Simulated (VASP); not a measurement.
A run of VASP 6.6.1 is set up as follows.

The input INCAR:

```
SYSTEM = Mg3Sb2
ALGO = Normal
EDIFF = 1E-7
EDIFFG = -0.005
ENCUT = 600
GGA = PE
IBRION = 2
ISIF = 3
ISMEAR = 0
KPAR = 2
LASPH = .True.
LCHARG = .False.
LREAL = .False.
LWAVE = .False.
NELM = 80
NSW = 90
PREC = Accurate
SIGMA = 0.03
```

KPOINTS

```
k-points
0
Gamma
  9 9 5
  0 0 0
```

POSCAR

```
Mg3Sb2                                  
1.0
    4.5956346094      0.0000000000      0.0000000000
   -2.2978173047      3.9799363182      0.0000000000
   -0.0000000000      0.0000000000      7.2737406105
  Mg              Sb            
     3     2
Direct
     0.3333333332999970    0.6666666667000030    0.6320893614071690
     0.6666666667000030    0.3333333332999970    0.3679106385928310
     0.0000000000000000    0.0000000000000000    0.0000000000000000
     0.3333333332999970    0.6666666667000030    0.2254486669716179
     0.6666666667000030    0.3333333332999970    0.7745513330283820
```

Potentials or basis: VASP PAW PBE potentials, release 64 (Mg, Sb).

The run is started by

```sh
$ cat potpaw_PBE.64/Mg/POTCAR potpaw_PBE.64/Sb/POTCAR > POTCAR
$ mpirun -np 2 vasp_std > vasp.out
```

(1) Estimate the band gap on the k mesh.

Results:

(1) 0.15 eV, indirect (least direct gap 1.01 eV).

Caveat: the relaxation stopped at its first step, so nothing moved; spin-orbit coupling is left out, which moves the levels of the heavy elements; an odd mesh through Γ misses points on the zone boundary, where band edges often lie.
